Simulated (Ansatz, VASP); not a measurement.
# Two plane-wave programs on BP

```
CELL_PARAMETERS angstrom
3.07991 0.00000 0.00000
-1.53995 2.66728 0.00000
0.00000 0.00000 5.01457
ATOMIC_POSITIONS crystal
B 0.00000 0.00000 0.00000
B 0.00000 0.00000 0.50000
P 0.33333 0.66667 0.25000
P 0.66667 0.33333 0.75000
```

Alike in both runs: task single point; functional r2SCAN; k mesh 12 × 12 × 6; occupations fermi-dirac, width 0.02 eV; no spin polarisation.

```csv
,VASP,Ansatz
version,VASP 6.6.1,Ansatz 0.2.0
potentials or method,"VASP PAW PBE potentials, release 64 (B, P)","plane waves, PAW"
plane-wave cutoff (eV),520,500
valence electrons in the cell,16,16
```

VASP gave:

| Item | Value |
| --- | --- |
| pressure (GPa) | 0.1 |
| largest component of the traceless stress (GPa) | 0.45 |

Q: What did Ansatz give for the same quantities?

A: Pressure (GPa): 0.5; largest component of the traceless stress (GPa): 0.77.

The functional is the same, so the differences come from potentials, cutoffs and numerics.

Caveats: the PAW data sets were made with another functional, which shifts forces and pressure a little (VASP).
